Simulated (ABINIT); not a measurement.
# Bi (Im-3m) in ABINIT: notebook, part 2 of 2

ABINIT 10.8.3 (patched build). Earlier steps stand in the parts before.

## Step 4: Equation of state, PBE+D3

Contents of run.abi:

```
# Datasets: one volume each
ndtset 7
getwfk -1
scalecart1 3*0.9795861087
scalecart2 3*0.9864848297
scalecart3 3*0.9932883884
scalecart4 3*1.0000000000
scalecart5 3*1.0066227096
scalecart6 3*1.0131594038
scalecart7 3*1.0196128224

# Pseudopotentials
pp_dirpath "./"
pseudos "Bi.GGA_PBE-JTH.xml"

# Structure
acell 6.4854235633 6.4854235633 6.4854235633
rprim
    -0.5773502692     0.5773502692     0.5773502692
     0.5773502692    -0.5773502692     0.5773502692
     0.5773502692     0.5773502692    -0.5773502692
ntypat 1
znucl 83
natom 1
typat 1
xred
     0.0000000000     0.0000000000     0.0000000000

# Plane-wave basis
ecut 15.0
pawecutdg 30.0

# k points
kptopt 1
ngkpt 9 9 9
nshiftk 1
shiftk 0.0 0.0 0.0

# Exchange and correlation
ixc 11
vdw_xc 6

# Bands and occupations
nband 12
occopt 3
tsmear 0.05 eV

# SCF cycle
nstep 100
tolvrs 1.0e-9

# Output
iomode 3
prtwf 1
prtden 0
prteig 0
prtebands 0
enunit 1
```

Potentials or basis: JTH PAW PBE v2.0.

The run is started by

```console
$ abinit run.abi > log 2>&1
```

run.abo:

```text
.Version 10.8.3 of ABINIT
 DATASET    1 : space group Im -3 m (#229); Bravais cI (body-center cubic)
================================================================================
 Values of the parameters that define the memory need for DATASET  1.
     intxc =       0    ionmov =       0      iscf =      17    lmnmax =      18
     lnmax =       6     mgfft =      24  mpssoang =       3    mqgrid =    3001
     natom =       1  nloc_mem =       2    nspden =       1   nspinor =       1
    nsppol =       1      nsym =      48    n1xccc =       1    ntypat =       1
    occopt =       3   xclevel =       2
       mpw =         563          nfft =       13824          nkpt =          35
 PAW method is used; the additional fine FFT grid is defined by:
   mgfftf=        32    nfftf =     32768
================================================================================
================================================================================
[... 71 lines left out ...]
 DATASET    7 : space group Im -3 m (#229); Bravais cI (body-center cubic)
================================================================================
 Values of the parameters that define the memory need for DATASET  7.
     intxc =       0    ionmov =       0      iscf =      17    lmnmax =      18
     lnmax =       6     mgfft =      24  mpssoang =       3    mqgrid =    3001
     natom =       1  nloc_mem =       2    nspden =       1   nspinor =       1
    nsppol =       1      nsym =      48    n1xccc =       1    ntypat =       1
    occopt =       3   xclevel =       2
       mpw =         630          nfft =       13824          nkpt =          35
 PAW method is used; the additional fine FFT grid is defined by:
   mgfftf=        36    nfftf =     46656
================================================================================
================================================================================

--------------------------------------------------------------------------------
------------- Echo of variables that govern the present computation ------------
--------------------------------------------------------------------------------
 -outvars: echo values of preprocessed input variables --------
            acell      6.4854235633E+00  6.4854235633E+00  6.4854235633E+00 Bohr
              amu      2.08980370E+02
             ecut      1.50000000E+01 Hartree
           enunit           1
           getwfk          -1
              ixc          11
           jdtset        1    2    3    4    5    6    7
[... 112 lines left out ...]
 Radius for shape functions =  2.20555141
 Compensation charge density is not taken into account in XC energy/potential

   4.19464370E+02                                ecore*ucvol(ha*bohr**3)
--------------------------------------------------------------------------------

================================================================================

--- !BeginCycle
iteration_state: {dtset: 1, }
solver: {iscf: 17, nstep: 100, nline: 4, wfoptalg: 10, }
tolerances: {tolvrs: 1.00E-09, }
...
[... 1185 lines left out ...]
-Cartesian components of stress tensor (GPa)         [Pressure= -4.6840E+00 GPa]
- sigma(1 1)=  4.68395120E+00  sigma(3 2)=  0.00000000E+00
- sigma(2 2)=  4.68395120E+00  sigma(3 1)=  0.00000000E+00
- sigma(3 3)=  4.68395120E+00  sigma(2 1)=  0.00000000E+00

== END DATASET(S) ==============================================================
================================================================================

 -outvars: echo values of variables after computation  --------
            acell      6.4854235633E+00  6.4854235633E+00  6.4854235633E+00 Bohr
           etotal1    -7.2154644097E+01
           etotal2    -7.2154970927E+01
           etotal3    -7.2155133512E+01
           etotal4    -7.2155115404E+01
           etotal5    -7.2154946759E+01
           etotal6    -7.2154670866E+01
           etotal7    -7.2154258353E+01
            fcart1    -0.0000000000E+00 -0.0000000000E+00 -0.0000000000E+00
            fcart2    -0.0000000000E+00 -0.0000000000E+00 -0.0000000000E+00
            fcart3    -0.0000000000E+00 -0.0000000000E+00 -0.0000000000E+00
            fcart4    -0.0000000000E+00 -0.0000000000E+00 -0.0000000000E+00
            fcart5    -0.0000000000E+00 -0.0000000000E+00 -0.0000000000E+00
            fcart6    -0.0000000000E+00 -0.0000000000E+00 -0.0000000000E+00
            fcart7    -0.0000000000E+00 -0.0000000000E+00 -0.0000000000E+00
            rprim1    -5.6556430356E-01  5.6556430356E-01  5.6556430356E-01
                       5.6556430356E-01 -5.6556430356E-01  5.6556430356E-01
                       5.6556430356E-01  5.6556430356E-01 -5.6556430356E-01
[... 17 lines left out ...]
                       5.8867373749E-01  5.8867373749E-01 -5.8867373749E-01
           strten1    -4.3481089149E-05 -4.3481089149E-05 -4.3481089149E-05
                       0.0000000000E+00  0.0000000000E+00  0.0000000000E+00
           strten2     1.4312425851E-07  1.4312425851E-07  1.4312425850E-07
                       0.0000000000E+00  0.0000000000E+00  0.0000000000E+00
           strten3     4.0376816639E-05  4.0376816639E-05  4.0376816639E-05
                       0.0000000000E+00  0.0000000000E+00  0.0000000000E+00
           strten4     7.5986857202E-05  7.5986857202E-05  7.5986857202E-05
                       0.0000000000E+00  0.0000000000E+00  0.0000000000E+00
           strten5     1.0722832661E-04  1.0722832661E-04  1.0722832661E-04
                       0.0000000000E+00  0.0000000000E+00  0.0000000000E+00
           strten6     1.3529289115E-04  1.3529289115E-04  1.3529289115E-04
                       0.0000000000E+00  0.0000000000E+00  0.0000000000E+00
           strten7     1.5920426551E-04  1.5920426551E-04  1.5920426551E-04
                       0.0000000000E+00  0.0000000000E+00  0.0000000000E+00
 Calculation completed.
```

Wall time 46 s (1 thread of Arm Neoverse V1, shared host); peak memory 0.13 GiB.

What came out:

```yaml
Equilibrium_volume: 30.75 Å³/atom
Bulk_modulus: 54 GPa
Pressure_derivative_of_the_bulk_modulus: "4.7 (rough: it moves with the points fitted)"
```

Energy against volume, from the lowest point:
```csv
volume (Å³/atom),energy (meV/atom)
29.250,13.32
29.872,4.42
30.495,0.00
31.117,0.49
31.739,5.08
32.362,12.59
32.984,23.81
```

Caveat: the cutoff is too short for stress, so the log's stress isn't used; pressures at fixed basis lie under the slope of the energies.

## Step 5: Summary

| level | potentials or basis | cutoff (eV) | dispersion computed by | fine-grid cutoff | V0 of scaled cells (Å³/atom) | B0 (GPa) |
| --- | --- | --- | --- | --- | --- | --- |
| BP86+D4 | JTH PAW PBE v2.0 | 408 | dftd4 4.3.1 | 816.342 eV | - | - |
| PBE | PseudoDojo NC SR PBE v0.4.1 standard | 898 | - | - | 31.65 | 53 |
| PBE+D3 | JTH PAW PBE v2.0 | 408 | - | 816.342 eV | 30.75 | 54 |

Alike in all rows: task equation of state; no spin polarisation; cell as given; k mesh 9 × 9 × 9; smearing fermi-dirac 0.05 eV.

Caveats: pressures at fixed basis lie under the slope of the energies; the minimum lies outside the volumes run (some runs); the PAW data sets were made with another functional, which shifts forces and pressure a little (some runs).

Absolute energies hang on the potentials; compare differences alone.
